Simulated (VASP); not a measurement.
Output of a VASP run:

**OUTCAR**
```
 ion  position               nearest neighbor table
   1  0.000  0.000  0.000-
   2  0.500  0.500  0.500-
  LATTYP: Found a simple cubic cell.
 ALAT       =     4.3858720502
 Subroutine PRICEL returns:
 Original cell was already a primitive cell.
 Subroutine GETGRP returns: Found 48 space group operations
The static configuration has the point symmetry O_h .
The dynamic configuration has the point symmetry O_h .
 Subroutine INISYM returns: Found 48 space group operations
 Subroutine IBZKPT returns following result:
 Found     20 irreducible k-points:

 Following reciprocal coordinates:
            Coordinates               Weight
  0.000000  0.000000  0.000000      1.000000
  0.166667  0.000000  0.000000      6.000000
  0.333333  0.000000  0.000000      6.000000
  0.500000  0.000000  0.000000      3.000000
  0.166667  0.166667  0.000000     12.000000
  0.333333  0.166667  0.000000     24.000000
  0.500000  0.166667  0.000000     12.000000
  0.333333  0.333333  0.000000     12.000000
  0.500000  0.333333  0.000000     12.000000
  0.500000  0.500000  0.000000      3.000000
  0.166667  0.166667  0.166667      8.000000
  0.333333  0.166667  0.166667     24.000000
  0.500000  0.166667  0.166667     12.000000
  0.333333  0.333333  0.166667     24.000000
  0.500000  0.333333  0.166667     24.000000
  0.500000  0.500000  0.166667      6.000000
  0.333333  0.333333  0.333333      8.000000
  0.500000  0.333333  0.333333     12.000000
  0.500000  0.500000  0.333333      6.000000
  0.500000  0.500000  0.500000      1.000000
   k-points           NKPTS =     20   k-points in BZ     NKDIM =     20   number of bands    NBANDS=     12
   number of dos      NEDOS =    301   number of ions     NIONS =      2
   total plane-waves  NPLWV =  46656
   dimension x,y,z NGX =    36 NGY =   36 NGZ =   36
   dimension x,y,z NGXF=    72 NGYF=   72 NGZF=   72
   ions per type =               1   1
   PREC   = accura    normal or accurate (medium, high low for compatibility)
   ISTART =      0    job   : 0-new  1-cont  2-samecut
   ICHARG =      2    charge: 1-file 2-atom 10-const
   ISPIN  =      1    spin polarized calculation?
   LNONCOLLINEAR =      F non collinear calculations
   LSORBIT =      F    spin-orbit coupling
   INIWAV =      1    electr: 0-lowe 1-rand  2-diag
   ENCUT  =  520.0 eV  38.22 Ry    6.18 a.u.   8.15  8.15  8.15*2*pi/ulx,y,z
   NELM   =    100;   NELMIN=  2; NELMDL= -5     # of ELM steps
   EDIFF  = 0.1E-05   stopping-criterion for ELM
   LREAL  =      F    real-space projection
   NLSPLINE    = F    spline interpolate recip. space projectors
   LMAXMIX     =    4 max onsite mixed and CHGCAR
   VOSKOWN=      0    Vosko Wilk Nusair interpolation
   EDIFFG = -.1E-01   stopping-criterion for IOM
   NSW    =     60    number of steps for IOM
   NBLOCK =      1;   KBLOCK =     60    inner block; outer block
   IBRION =      2    ionic relax: 0-MD 1-quasi-New 2-CG
   NFREE  =      1    steps in history (QN), initial steepest desc. (CG)
   ISIF   =      3    stress and relaxation
   ISYM   =      2    0-nonsym 1-usesym 2-fastsym
   TEIN   =    0.0    initial temperature
   TEBEG  =    0.0;   TEEND  =   0.0 temperature during run
   SMASS  =  -3.00    Nose mass-parameter (am)
   PSTRESS=    0.0 pullay stress
   NELECT =      16.0000    total number of electrons
   EFERMI =   0.00;   METHOD = LEGACY
   ISMEAR =     0;   SIGMA  =   0.05  broadening in eV -4-tet -1-fermi 0-gaus
   IALGO  =     38    algorithm
   LDIAG  =      T    sub-space diagonalisation (order eigenvalues)
   IMIX   =      4    mixing-type and parameters
     AMIX     =   0.40;   BMIX     =  1.00
     AMIX_MAG =   1.60;   BMIX_MAG =  1.00
     AMIN     =   0.10
   METAGGA = TPSS    functional components
   VOSKOWN =     0    Vosko Wilk Nusair interpolation
   LHFCALC =     F    Hartree Fock is set to
   LHFONE  =     F    Hartree Fock one center treatment
...
```

OSZICAR:
```
       N       E                     dE             d eps       ncg     rms          rms(c)
DAV:   1     0.838815716989E+02    0.83882E+02   -0.66358E+03   480   0.113E+03
DAV:   2    -0.148905046400E+02   -0.98772E+02   -0.92815E+02   736   0.224E+02
DAV:   3    -0.231906659208E+02   -0.83002E+01   -0.82670E+01   604   0.677E+01
DAV:   4    -0.232995705434E+02   -0.10890E+00   -0.10883E+00   600   0.988E+00
DAV:   5    -0.233009891179E+02   -0.14186E-02   -0.14183E-02   604   0.107E+00    0.170E+00
DAV:   6    -0.226960625875E+02    0.60493E+00   -0.14301E+00   492   0.167E+01    0.993E-01
DAV:   7    -0.222032210329E+02    0.49284E+00   -0.40617E-01   556   0.575E+00    0.625E-01
DAV:   8    -0.223243738171E+02   -0.12115E+00   -0.15016E-01   568   0.292E+00    0.482E-01
DAV:   9    -0.223368633462E+02   -0.12490E-01   -0.19662E-02   512   0.138E+00    0.286E-01
DAV:  10    -0.223403987958E+02   -0.35354E-02   -0.11887E-02   536   0.114E+00    0.137E-01
DAV:  11    -0.223438238771E+02   -0.34251E-02   -0.12908E-03   576   0.333E-01    0.903E-02
DAV:  12    -0.223423745606E+02    0.14493E-02   -0.28585E-03   516   0.523E-01    0.437E-02
DAV:  13    -0.223443679647E+02   -0.19934E-02   -0.15145E-03   496   0.483E-01    0.161E-02
DAV:  14    -0.223445415596E+02   -0.17359E-03   -0.49706E-05   564   0.986E-02    0.669E-03
DAV:  15    -0.223445895621E+02   -0.48002E-04   -0.16121E-05   532   0.434E-02    0.624E-03
DAV:  16    -0.223445942921E+02   -0.47300E-05   -0.34119E-06   524   0.241E-02    0.220E-03
DAV:  17    -0.223445949739E+02   -0.68179E-06   -0.25929E-07   368   0.543E-03
   1 F= -.22344595E+02 E0= -.22344595E+02  d E =-.223446E+02
       N       E                     dE             d eps       ncg     rms          rms(c)
DAV:   1    -0.223449235159E+02   -0.32922E-03   -0.60214E-03   484   0.497E-01    0.804E-02
DAV:   2    -0.223446654005E+02    0.25812E-03   -0.43308E-04   500   0.123E-01    0.314E-02
DAV:   3    -0.223446210490E+02    0.44352E-04   -0.12879E-04   488   0.768E-02    0.150E-02
DAV:   4    -0.223446215004E+02   -0.45144E-06   -0.19212E-05   544   0.341E-02    0.773E-03
DAV:   5    -0.223446243294E+02   -0.28290E-05   -0.16334E-05   488   0.295E-02    0.333E-03
DAV:   6    -0.223446256160E+02   -0.12866E-05   -0.20897E-06   404   0.114E-02    0.156E-03
DAV:   7    -0.223446260698E+02   -0.45378E-06   -0.56942E-07   252   0.566E-03
   2 F= -.22344626E+02 E0= -.22344626E+02  d E =-.310959E-04
```

OUTCAR:
```
------------------------ aborting loop because EDIFF is reached ----------------------------------------
  FORCE on cell =-STRESS in cart. coord.  units (eV):
  Direction    XX          YY          ZZ          XY          YZ          ZX
  --------------------------------------------------------------------------------------
  Total       -0.0123912     -0.0123912     -0.0123912      0.0000000     -0.0000000      0.0000000
  in kB       -0.2357408     -0.2357408     -0.2357408      0.0000000     -0.0000000      0.0000000
  external PRESSURE =      -0.2357408 kB  Pullay stress =       0.0000000 kB
  volume of cell :       84.21
      direct lattice vectors                 reciprocal lattice vectors
     4.383246549  0.000000000  0.000000000     0.228141399 -0.000000000 -0.000000000
     0.000000000  4.383246549  0.000000000     0.000000000  0.228141399 -0.000000000
     0.000000000  0.000000000  4.383246549    -0.000000000  0.000000000  0.228141399
 POSITION                                       TOTAL-FORCE (eV/Angst)
 -----------------------------------------------------------------------------------
      0.00000      0.00000      0.00000        -0.000000     -0.000000      0.000000
      2.19162      2.19162      2.19162         0.000000      0.000000      0.000000
 -----------------------------------------------------------------------------------
    total drift:                                0.000000      0.000000      0.000000
  FREE ENERGIE OF THE ION-ELECTRON SYSTEM (eV)
  ---------------------------------------------------
  free  energy   TOTEN  =       -22.3446260698 eV

  energy  without entropy=      -22.3446260698  energy(sigma->0) =      -22.34462607

 reached required accuracy - stopping structural energy minimisation
```
(Selected blocks of OUTCAR.)

POSCAR:
```
CsBr
1
    4.3858720502     0.0000000000     0.0000000000
   -0.0000000000     4.3858720502     0.0000000000
    0.0000000000    -0.0000000000     4.3858720502
Cs Br
1 1
Direct
  0.0000000000   0.0000000000   0.0000000000
  0.5000000000   0.5000000000   0.5000000000
```

### Question
Write an INCAR and KPOINTS that could have produced this output.

### Answer
This is not unique; one that fits is the input of the run itself, TPSS meta-GGA, plane waves, VASP's PBE PAW potentials (set 64).

INCAR:
```
! general
SYSTEM   =  CsBr
PREC     =  Accurate
ENCUT    =  520
LREAL    =  .FALSE.
LASPH    =  .TRUE.

! electronic loop
EDIFF    =  1E-6
NELM     =  100
ALGO     =  Normal
LMAXMIX  =  4
LMIXTAU  =  .TRUE.

! smearing
ISMEAR   =  0
SIGMA    =  0.05

! functional
METAGGA  =  TPSS

! ions
IBRION   =  2
NSW      =  60
ISIF     =  3
EDIFFG   =  -0.01

! output
LWAVE    =  .FALSE.
LCHARG   =  .FALSE.
```

**KPOINTS**
```
Automatic mesh
0
Gamma
6 6 6
0 0 0
```

POTCAR, in this order: Cs_sv Br (PBE.64 set). Program: vasp_std.

The compound is CsBr in the CsCl type structure. This run relaxes it. Symmetry was kept, so distortions that lower it aren't found. The start is the result of an earlier pass.
